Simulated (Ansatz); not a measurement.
Starting cell, ZrO$_{2}$ (fluorite):

```
ZrO2
1.0
    0.00000     5.11588     5.11588
    2.55794     0.00000     2.55794
    2.55794     2.55794     0.00000
Zr O
2 4
Direct
  0.00000   0.00000   0.00000
  0.50000   0.00000   0.00000
  0.12500   0.25000   0.25000
  0.62500   0.25000   0.25000
  0.37500   0.75000   0.75000
  0.87500   0.75000   0.75000
```

A phonon eigenvector at L = (0.5, 0.0, 0.0) is frozen into this cell: atom i moves by Q times the vector below, so Q is the largest atomic displacement, in Å. The cell is held. (q is in reciprocal vectors of the primitive cell; the cell shown is doubled to hold the pattern.)

| atom | x | y | z |
|---|---|---|---|
| Zr1 | 0.577 | -0.577 | -0.577 |
| Zr2 | -0.577 | 0.577 | 0.577 |
| O3 | 0.432 | -0.432 | -0.432 |
| O4 | -0.432 | 0.432 | 0.432 |
| O5 | -0.432 | 0.432 | 0.432 |
| O6 | 0.432 | -0.432 | -0.432 |

Method: PBE (plane waves to 420 eV, PAW, scalar-relativistic; Ansatz, a program for electronic structure). k mesh 11×11×11 (Γ-centred), Fermi-Dirac smearing 0.05 eV. Left out: 4 of 13 points, with atoms too close for the PAW data. The PAW data are Ansatz's earlier set. This is a high-temperature form of ZrO2. ZrO2 is run without spin polarisation. ZrO2 was relaxed with its symmetry unable to fall.

At one point of the scan the forces (eV/Å) are:

| atom | Fx | Fy | Fz |
|---|---|---|---|
| Zr1 | -1.149 | 1.149 | 1.149 |
| Zr2 | 1.149 | -1.149 | -1.149 |
| O3 | 0.020 | -0.020 | -0.020 |
| O4 | 0.390 | -0.390 | -0.390 |
| O5 | -0.020 | 0.020 | 0.020 |
| O6 | -0.390 | 0.390 | 0.390 |

Question: Which point is it?
(A) Q = 0.140 Å
(B) Q = 0.187 Å
(C) Q = 0.093 Å
(D) Q = 0.047 Å

Answer: C, Q = 0.093 Å

(For displaced atoms, the force is minus the slope of the energy, and its curvature is a force constant, which sets phonon frequencies.)
